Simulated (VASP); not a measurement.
Write the native input for VASP 6.6.1 that does the following.

```
Task                   : single point
Functional             : PBE
Potentials or basis    : VASP PAW PBE potentials, release 64 (Ta_sv_GW, N_GW)
Cutoff                 : 500 eV
k mesh                 : 5 × 5 × 3
Occupations            : gaussian, width 0.02 eV
Spin                   : no spin polarisation
Further INCAR settings : ALGO = Fast; EDIFF = 1e-06
```

The structure of TaN lies in POSCAR:

```
TaN
1.0
    2.9217699809      0.0000000000      0.0000000000
   -1.4608849905      2.5303270275      0.0000000000
    0.0000000000      0.0000000000      5.9165150000
Ta N
2 2
Direct
    0.0000000000      0.0000000000      0.5000000000
    0.0000000000      0.0000000000      0.0000000000
    0.3333333333      0.6666666667      0.2500000000
    0.6666666667      0.3333333333      0.7500000000
```

The cell comes from a database or a generator and needn't be the stable form of this composition.

One way to write it, as run:

INCAR

```
SYSTEM = TaN
ALGO     = Fast           ! electronic algorithm
EDIFF    = 1E-6           ! SCF threshold, eV
ENCUT    = 500            ! plane-wave cutoff, eV
GGA      = PE             ! functional
ISIF     = 2              ! what is computed and relaxed
ISMEAR   = 0              ! smearing method
LASPH    = .TRUE.         ! aspherical terms in the spheres
LCHARG   = .TRUE.         ! write CHGCAR
LELF     = .TRUE.         ! ELF
LREAL    = .FALSE.        ! projectors in reciprocal space
LVHAR    = .TRUE.       
LWAVE    = .FALSE.        ! write WAVECAR
NELM     = 100            ! most SCF steps
PREC     = Accurate       ! precision mode
SIGMA    = 0.02           ! smearing width, eV
```

KPOINTS

```
k-points
0
G
  5 5 3
  0 0 0
```

Potentials or basis: VASP PAW PBE potentials, release 64 (Ta_sv_GW, N_GW).

Run with:

```console
$ cat potpaw_PBE.64/Ta_sv_GW/POTCAR potpaw_PBE.64/N_GW/POTCAR > POTCAR
$ mpirun -np 1 vasp_std > vasp.out
```

Results of the run:

```yaml
Pressure: -2.1 GPa
Band_gap_on_the_k_mesh: none (metal or under the smearing width)
```

Caveat: the k mesh is coarse (spacing up to 0.50 Å⁻¹), so the values aren't converged; the cutoff is under 1.25 times the usual one of these potentials, so pressure, stress and relaxed cells hold a basis-set (Pulay) error.

Wall time 28 s on 1 thread of AMD EPYC 9R45 96-Core Processor (Zen 5) (shared host), peak memory 0.14 GiB.
